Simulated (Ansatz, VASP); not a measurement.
## PtSe: VASP beside Ansatz

The input INCAR:

```
  PREC = Accurate
  ENCUT = 520
  EDIFF = 1E-7
  ISMEAR = 0
  SIGMA = 0.05
  LREAL = F
  LASPH = T
  NELM = 150
  ALGO = Normal
  ISIF = 2
  LWAVE = F
  LCHARG = F
  ISPIN = 2
  MAGMOM = 0.81 0.04
  LORBIT = 11
  LMAXMIX = 4
  LDAU = T
  LDAUTYPE = 1
  LDAUL = 2 -1
  LDAUU = 7 0
  LDAUJ = 0.9 0
  LDAUPRINT = 1
  GGA = PE
  NBANDS = 19
```

File KPOINTS:

```
regular mesh
0
Gamma
  5 5 5
```

File POSCAR:

```
PtSe
1.0
    0.0000000000      3.0374472300      3.0374472300
    3.0374472300      0.0000000000      3.0374472300
    3.0374472300      3.0374472300      0.0000000000
Pt Se
1 1
Direct
    0.0000000000      0.0000000000      0.0000000000
    0.2500000000      0.2500000000      0.2500000000
```

Input for Ansatz:

```yaml
crystal:
  lattice:
    - [0.0, 3.03744723, 3.03744723]
    - [3.03744723, 0.0, 3.03744723]
    - [3.03744723, 3.03744723, 0.0]
  atoms:
    - { symbol: Pt, position: [0.0, 0.0, 0.0], spin: 2.0 }
    - { symbol: Se, position: [0.25, 0.25, 0.25] }
basis:
  ecutwfc: 420
  ecutrho_ratio: 4
kpoints:
  mp_grid: { grid: [5, 5, 5] }
hamiltonian:
  xc: pbe
  hubbard:
    sites:
      - { site: 0, l: d, u: 7.0, j: 0.9, starting_ns: [{ spin: up, occupation_matrix: s0up }, { spin: down, occupation_matrix: s0down }] }
    occupation_matrices:
      s0up:
        matrix:
          - [0.97, 0.0, 0.0, 0.0, 0.0]
          - [0.0, 0.97, 0.0, 0.0, 0.0]
          - [0.0, 0.0, 0.97, 0.0, 0.0]
          - [0.0, 0.0, 0.0, 0.97, 0.0]
          - [0.0, 0.0, 0.0, 0.0, 0.97]
      s0down:
        matrix:
          - [0.25587, 0.0, 0.0, 0.0, -0.41042]
          - [0.0, 0.97, 0.0, 0.0, 0.0]
          - [0.0, 0.0, 0.25587, 0.41042, 0.0]
          - [0.0, 0.0, 0.41042, 0.73413, 0.0]
          - [-0.41042, 0.0, 0.0, 0.0, 0.73413]
    ns_hold: { iters: 12 }
scf:
  occupations: { method: gaussian, width: 0.05 }
  lower_state_search: "off"
  max_iter: 150
output:
  forces: true
  stress: true
  eigenvalues: true
  populations: true
  hubbard: { sites: [{ site: 0, l: d }] }
magnetization:
  spin_polarized: true
```

Alike in both runs: task single point; functional PBE; k mesh 5 × 5 × 5; occupations gaussian, width 0.05 eV; collinear spin; Hubbard terms Pt d U = 7.0 eV, J = 0.9 eV.

```csv
,VASP,Ansatz
version,VASP 6.6.1,Ansatz 0.2.0
potentials or method,"VASP PAW PBE potentials, release 64 (Pt, Se)","scalar-relativistic, plane waves, PAW"
plane-wave cutoff (eV),520,420
valence electrons in the cell,16,34
```

|  | VASP | Ansatz | Ansatz less VASP |
| --- | --- | --- | --- |
| gap on the k mesh at the Fermi level (eV) | none | none | - |
| pressure (GPa) | -12.1 | -5.0 | +7.08 |
| largest component of the traceless stress (GPa) | 0.00 | 1.30 | +1.295 |
| rms of the force components (eV/Å) | 0.000 | 0.160 | +0.1603 |
| net moment per atom (μB) | 0.44 | 0.49 | +0.045 |
| size of the moment on the site where the two differ most (μB) | 0.57 | 0.74 | +0.174 |

Site moments also hang on the region over which each program counts them. The programs project onto different local orbitals, so the same U acts differently. A gap of «none» marks a metal or a gap that the smearing closes. The two sets of potentials don't hold the same shells in valence. Ansatz warned: «filled_band_counts_differ_across_k_points».

Spin-orbit coupling is left out, which matters for the levels of Pt. The state reached can hang on the start; a lower one may exist.
